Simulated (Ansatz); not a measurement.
A run of Ansatz 0.2.0:

File input.yaml:

```yaml
crystal:
  lattice:
    - [0.0, 1.9417396906, 1.9651051623]
    - [1.4984397099, 0.0, 1.9651051623]
    - [1.4984397099, 1.9417396906, 0.0]
  atoms:
    - { symbol: Fe, position: [0.0, 0.0, 0.0], spin: 3.0 }
hamiltonian:
  xc: pbesol
  pseudopotentials: { kind: paw }
magnetization:
  spin_polarized: true
kpoints:
  mp_grid: { grid: [13, 13, 13] }
scf:
  occupations: { method: fermi_dirac, width: 0.05 }
output:
  forces: true
  stress: true
  eigenvalues: true
  write_density: true
  write_potential: true
  elf: true
  volumetric_format: npy
relax:
  f_tol: 0.01
  max_steps: 40
  cell: { stress_tol: 0.05 }
```

Potentials or basis: Ansatz PAW.

The run is started by

```bash
$ ansatz run input.yaml --threads 2 --pin off --max-ram 5632MiB --backend cpu --events-out ev --progress --plain --runs-dir out
```

Hardware: 2 threads of Arm Neoverse V1, with other jobs on the host.

Estimate the wall time of this run.

Run time: 42 s on 2 threads of Arm Neoverse V1, with other jobs on the host, peak memory 0.41 GiB. Counts: scf iterations 49, plane waves 201, k points 343, bands 14, ion steps 6.
